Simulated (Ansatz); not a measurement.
Input:

RuO2:
```cif
data_O4Ru2
_chemical_formula_sum 'Ru2 O4'
_space_group_name_H-M_alt 'P 1'
_space_group_IT_number 1
_cell_length_a 4.52347
_cell_length_b 4.52347
_cell_length_c 3.12045
_cell_angle_alpha 90.000
_cell_angle_beta 90.000
_cell_angle_gamma 90.000
loop_
_space_group_symop_operation_xyz
  'x, y, z'
loop_
_atom_site_label
_atom_site_type_symbol
_atom_site_fract_x
_atom_site_fract_y
_atom_site_fract_z
_atom_site_occupancy
Ru1 Ru 0.50000 0.50000 0.50000 1
Ru2 Ru 0.00000 0.00000 0.00000 1
O1 O 0.80571 0.19429 0.50000 1
O2 O 0.19429 0.80571 0.50000 1
O3 O 0.30571 0.30571 0.00000 1
O4 O 0.69429 0.69429 0.00000 1
```

This is the PBE-relaxed structure.

### Question
All from DFT-PBE in the program Ansatz with PAW potentials, unless another level is named. Give the electronic character.

### Answer
metallic (no gap).

### Question
And the density of states at the Fermi level?

### Answer
0.60 states/eV per atom (mean over ±0.08 eV).

### Question
And the gap with spin–orbit coupling?

### Answer
none (metallic).

Space group P4_2/mnm (rutile). The PBE relaxation kept the symmetry of its start. The run is not spin-polarised. Scalar-relativistic: spin–orbit coupling is off unless named, which matters more the heavier the elements.

Potentials: the earlier of the program's two PAW sets.
